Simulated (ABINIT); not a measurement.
Crystal: MoS2.

```
Mo S
1.0
     1.58000    0.91221    6.15000
    -1.58000    0.91221    6.15000
     0.00000   -1.82443    6.15000
Mo S
1 2
Direct
  0.00000 0.00000 0.00000
  0.41700 0.41700 0.41700
  0.25000 0.25000 0.25000
```

Measurements of this composition are mostly on another form, of space group No. 194.

| Property | Result |
| --- | --- |
| Program | ABINIT 10.8.3 (patched build) |
| Task | relaxation of cell and atoms |
| Functional | LDA |
| Potentials or basis | PseudoDojo NC SR LDA v0.4.1 standard |
| Cutoff | 1088 eV |
| k mesh | 8 × 8 × 8 |
| Occupations | fermi-dirac, width 0.05 eV |
| Spin | no spin polarisation |

At the start: pressure -2.3 GPa; volume 17.73 Å³/atom.

Task: Where does the relaxation end?

Result: Over 14 steps the energy falls by 5.8 meV/atom and the volume is 16.91 Å³/atom (-4.6 %); space group R3m (No. 160, to 0.05 Å).

Step by step:
| step | energy change (eV) | largest force (eV/Å) | pressure (GPa) | volume (Å³) |
| --- | --- | --- | --- | --- |
| 1 | 0.0000 | 0.0920 | -2.33 | 53.18 |
| 2 | -0.0058 | 0.1498 | -1.31 | 52.81 |
| 3 | -0.0112 | 0.2020 | 0.30 | 52.13 |
| 4 | -0.0121 | 0.1520 | 0.27 | 52.04 |
| 5 | -0.0127 | 0.0528 | -0.06 | 52.01 |
| 6 | -0.0129 | 0.0276 | -0.16 | 51.99 |
| 7 | -0.0139 | 0.0612 | -0.52 | 51.83 |
| 8 | -0.0152 | 0.1303 | -0.73 | 51.50 |
| 9 | -0.0167 | 0.1422 | -0.60 | 50.95 |
| 10 | -0.0172 | 0.0766 | -0.26 | 50.73 |
| 11 | -0.0174 | 0.0154 | -0.01 | 50.71 |
| 12 | -0.0174 | 0.0052 | 0.01 | 50.72 |
| 13 | -0.0174 | 0.0016 | 0.01 | 50.72 |
| 14 | -0.0174 | 0.0002 | 0.00 | 50.72 |

Final structure:
```
CELL_PARAMETERS angstrom
1.56352 0.90270 5.98921
-1.56352 0.90270 5.98921
0.00000 -1.80540 5.98921
ATOMIC_POSITIONS crystal
Mo 0.00009 0.00009 0.00009
S 0.41985 0.41985 0.41985
S 0.24707 0.24707 0.24707
```
